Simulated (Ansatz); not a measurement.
CuO:

```
Cu O
1.0
     0.00000    2.11656    2.11656
     2.11656    0.00000    2.11656
     2.11656    2.11656    0.00000
Cu O
1 1
Direct
  0.02950 0.02810 0.90803
  0.47050 0.47190 0.59197
```

The cell comes from a database or a generator and needn't be the stable form of this composition.

| Property | Result |
| --- | --- |
| Program | Ansatz 0.2.0 |
| Task | relaxation of cell and atoms |
| Functional | PBE |
| Potentials or basis | Ansatz PAW |
| Cutoff | 420 eV (not typed: the program's choice for these potentials) |
| k mesh | 11 × 11 × 11 |
| Occupations | fermi-dirac, width 0.05 eV |
| Spin | no spin polarisation |
| Hubbard terms | Cu d U = 5.3 eV |

At the start: volume 9.48 Å³/atom.

Where does the relaxation end?

It ends after 13 steps and the volume is 9.72 Å³/atom (+2.6 %); space group Fm-3m (No. 225, to 0.05 Å).

Step by step:
| step | energy change (eV) | largest force (eV/Å) | volume (Å³) |
| --- | --- | --- | --- |
| 1 | 0.0000 | 1.2672 | 18.96 |
| 2 | -0.1022 | 1.0075 | 19.81 |
| 3 | -0.2098 | 0.9751 | 20.54 |
| 4 | -0.3580 | 0.3436 | 21.03 |
| 5 | -0.4544 | 0.0270 | 18.79 |
| 6 | -0.4842 | 0.0115 | 19.24 |
| 7 | -0.4873 | 0.0022 | 19.41 |
| 8 | -0.4877 | 0.0002 | 19.42 |
| 9 | -0.4878 | 0.0001 | 19.42 |
| 10 | -0.4905 | 0.0001 | 19.42 |
| 11 | -0.4904 | 0.0001 | 19.45 |
| 12 | -0.4903 | 0.0001 | 19.45 |
| 13 | -0.4905 | 0.0001 | 19.45 |

Final structure:
```yaml
crystal:
  lattice:
    - [0.00000, 2.13480, 2.13272]
    - [2.13586, -0.00001, 2.13272]
    - [2.13581, 2.13476, 0.00005]
  atoms:
    - { symbol: Cu, position: [0.00000, 0.00000, 0.00000] }
    - { symbol: O, position: [0.50000, 0.50000, 0.50000] }
```

Caveat: the electronic state changed during the relaxation; the plane-wave basis is chosen anew once the cell has moved, so the energies of steps on either side of that aren't comparable; the pressure holds a Pulay correction of +0.8 GPa for the finite cutoff; an odd number of electrons without spin polarisation forces a metal; a magnetic or distorted state may lie lower; the run has no spin polarisation, though such a crystal can be magnetic; U without spin polarisation on a metal has little footing.
